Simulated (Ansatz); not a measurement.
# YN: the crystal squeezed far

An exercise on one series of results from a longer session: the logs are not shown, and one member is left open.

Method: DFT PBE, with the methods named in each step, in Ansatz 0.2.0.

1 further run of the same task is left out (it didn't finish).

### The system as given

It takes space group Fm-3m (No. 225, cubic). The conventional cell has a = 4.877 Å, b = 4.877 Å, c = 4.877 Å, α = 90.00°, β = 90.00°, γ = 90.00°. Y (site symmetry m-3m) has 6 N at 2.44 Å as nearest neighbours. N (site symmetry m-3m) is surrounded by 6 Y at 2.44 Å.

As a file:

```cif
data_structure
_symmetry_space_group_name_H-M 'P 1'
_symmetry_Int_Tables_number 1
_cell_length_a 3.4486
_cell_length_b 3.4486
_cell_length_c 3.4486
_cell_angle_alpha 60.000
_cell_angle_beta 60.000
_cell_angle_gamma 60.000
_cell_volume 29.00
loop_
_atom_site_label
_atom_site_type_symbol
_atom_site_fract_x
_atom_site_fract_y
_atom_site_fract_z
_atom_site_occupancy
Y1 Y 0.00000 0.00000 0.00000 1
N1 N 0.50000 0.50000 0.50000 1
```

Whether this phase is the stable one at these pressures isn't tested.

Atoms are numbered in the order of the input: Y1, N2.

Set-up of the first run:

Contents of input.yaml:

```yaml
crystal:
  lattice:
    - [0.0, 2.4385, 2.4385]
    - [2.4385, 0.0, 2.4385]
    - [2.4385, 2.4385, 0.0]
  atoms:
    - { symbol: "Y", position: [0.0, 0.0, 0.0] }
    - { symbol: "N", position: [0.5, 0.5, 0.5] }
kpoints:
  mp_grid: { grid: [10, 10, 10] }
  band_path:
    path:
      - [0.0, 0.0, 0.0]
      - [0.5, 0.0, 0.5]
      - [0.625, 0.25, 0.625]
      - [0.375, 0.375, 0.75]
      - [0.0, 0.0, 0.0]
      - [0.5, 0.5, 0.5]
      - [0.5, 0.25, 0.75]
      - [0.5, 0.0, 0.5]
    npoints: 14
scf:
  occupations: { method: fermi_dirac, width: 0.03 }
hamiltonian:
  xc: pbe
  pseudopotentials: { kind: all_electron, lapw: { basis_error: 0.001 } }
output:
  forces: true
  stress: true
  eigenvalues: true
  populations: true
```

On the command line:

```console
ansatz run input.yaml --threads 1 --pin off --max-ram 2048MiB --backend cpu --events-out ev --progress --plain --runs-dir out
```

Among the steps run: The reference volume, LAPW; Volume scaled by 1, crystal datasets; Volume scaled by 0.65, LAPW; Volume scaled by 0.55, LAPW; Volume scaled by 0.5, LAPW; Volume scaled by 0.5, norm-conserving.

One of the session's tables, all rows but one given; the rest of the session is left out.

```
          method  volume over the first  volume (Å³/atom)  pressure (GPa)
            LAPW                      1            14.500            2.97
            LAPW                   0.65             9.425          177.08
            LAPW                   0.55             7.975          329.11
            LAPW                    0.5             7.250          445.48
             PAW                      1                 ?               ?
             PAW                   0.65             9.425          177.11
             PAW                   0.55             7.975          329.16
             PAW                    0.5             7.250          445.60
crystal datasets                      1            14.500            2.97
 norm-conserving                    0.5             7.250          445.87
```

Estimate the missing values for PAW, 1.

The run gave: volume (Å³/atom): 14.500; pressure (GPa): 2.94.

To keep in mind: Rows by PAW come from runs of the same series that aren't printed here. Warnings in the runs' records: stress scf threshold loose, gradients without spin orbit, crystal datasets made.
